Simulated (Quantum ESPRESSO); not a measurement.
GaN:

```
Ga N
1.0
     0.00000    2.25350    2.25350
     2.25350    0.00000    2.25350
     2.25350    2.25350    0.00000
Ga N
1 1
Direct
  0.00000 0.00000 0.00000
  0.25000 0.25000 0.25000
```

The cell is a database's computed one.

* Program: Quantum ESPRESSO 7.5
* Task: phonons
* Functional: PW91
* Potentials or basis: GBRV 1.5 PBE
* Cutoff: 762 eV
* Density cutoff: 6095 eV
* k mesh: 8 × 8 × 8, shifted
* Occupations: fermi-dirac, width 0.05 eV
* Spin: no spin polarisation
* Mixing beta: 0.5
* Most SCF iterations: 120
* SCF threshold: 4e-10 Ry

The cell and the atoms were relaxed first, to 11.76 Å³/atom (a = 3.216 Å, b = 3.216 Å, c = 3.216 Å, α = 60.00°, β = 60.00°, γ = 60.00°), and the response was taken there.

The first run showed a gap, so the response started from a second, tighter run with fixed occupations.

Task: How polar is the lattice: what are the Born charges, the two dielectric constants and the LO-TO splitting?

Result: Born charges ±2.69 e; dielectric constants 6.08 (electrons alone) and 10.94 (static); transverse and longitudinal modes at 516 and 692 cm⁻¹.

Caveat: the potentials were made for another functional, which shifts forces and pressure; before the sum rule the acoustic modes lie tens of cm⁻¹ from zero, a sign that the density grid also shifts the optical modes.
